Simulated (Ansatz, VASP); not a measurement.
# Two plane-wave programs on Ti4C

```
Ti C
1.0
     3.25534    0.00000    0.00000
     0.00000    3.25534    0.00000
     0.00000    0.00000   20.17937
Ti C
4 1
Cartesian
  1.6277 1.6277 4.0000
  0.0000 0.0000 5.6277
  1.6277 1.6277 7.1674
  0.0000 0.0000 8.6794
  1.6277 1.6277 9.0701
```

Alike in both runs: functional PBE; k mesh 8 × 8 × 1; occupations gaussian, width 0.1 eV; no spin polarisation.

Ansatz relaxed the structure, and its values are those at the end. VASP's run is a single point on that final structure, the one shown.

|  | VASP | Ansatz |
| --- | --- | --- |
| version | VASP 6.6.1 | Ansatz 0.2.0 |
| potentials or method | VASP PAW PBE potentials, release 64 (Ti_sv, C) | scalar-relativistic, plane waves, PAW |
| plane-wave cutoff (eV) | 520 | 420 |
| valence electrons in the cell | 52 | 52 |

```tsv
	VASP	Ansatz	Ansatz less VASP
gap on the k mesh at the Fermi level (eV)	none	none	-
rms of the force components (eV/Å)	0.896	0.897	+0.0005
```

A gap of «none» marks a metal or a gap that the smearing closes. Ansatz warned: «vacuum_below_fermi».
